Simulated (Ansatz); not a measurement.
A (001) slab of CuO (Cccm (No. 66)), 11 planes, outer planes O (top) and O (bottom), with 11 atoms (Cu5O6) in a surface cell of A = 8.695 Å², as cut from the bulk:

```yaml
crystal:
  lattice:
    - [2.94870, 0.00000, 0.00000]
    - [0.01298, 2.94867, 0.00000]
    - [0.00000, 0.00000, 27.87833]
  atoms:
    - { symbol: O, position: [0.50580, 0.50577, 0.26903] }
    - { symbol: Cu, position: [0.00580, 0.50580, 0.31522] }
    - { symbol: O, position: [0.50580, 0.50582, 0.36142] }
    - { symbol: Cu, position: [0.50582, 0.00582, 0.40761] }
    - { symbol: O, position: [0.50585, 0.50582, 0.45381] }
    - { symbol: Cu, position: [0.00585, 0.50585, 0.50000] }
    - { symbol: O, position: [0.50585, 0.50587, 0.54619] }
    - { symbol: Cu, position: [0.50587, 0.00587, 0.59239] }
    - { symbol: O, position: [0.50589, 0.50587, 0.63858] }
    - { symbol: Cu, position: [0.00589, 0.50589, 0.68478] }
    - { symbol: O, position: [0.50589, 0.50592, 0.73097] }
```

All numbers below come from DFT PBE, scalar-relativistic, plane waves, PAW in Ansatz. Settings: cutoff 420 eV, Γ-centred mesh 12×12×1 on the computed 11-atom cell, Gaussian smearing of 0.10 eV; no spin polarisation.

The relaxed slab holds 5 formula units of CuO and 1 further O. Against those formula units in the bulk and the further O in its standard state it lies 1.656 eV higher. The formation energy of CuO from the standard states is -1.140 eV a formula unit (uncorrected, no zero-point or thermal terms).

(1) Over what range can the chemical potential of O vary, and what is the surface energy at both ends?

(2) How does its energy depend on growth conditions?

Spin polarisation was left out, and a magnetic state may lie lower.

Answers

(1) In contact with the bulk, μ(O) + μ(Cu) is fixed. With Δμ counted from the standard states, Δμ(O) ≤ 0 keeps elemental O from forming, and Δμ(Cu) ≤ 0 requires Δμ(O) ≥ ΔH = -1.140 eV. Other compounds of O and Cu can narrow this range. Then γ, the mean of both faces, = [1.656 eV − 1.00·Δμ(O)]/(2A). At the O-rich end (Δμ = 0): 1.656/(2 × 8.695) × 16.02 = 1.53 J/m². At the O-poor end: (1.656 + 1.140)/(2 × 8.695) × 16.02 = 2.58 J/m².

(2) It carries an excess of O, so its energy falls by 0.92 J/m² for each eV that μ(O) rises: O-rich conditions lower it; whether it appears depends on the other terminations.

The reference crystal is a form of CuO, which isn't its usual structure.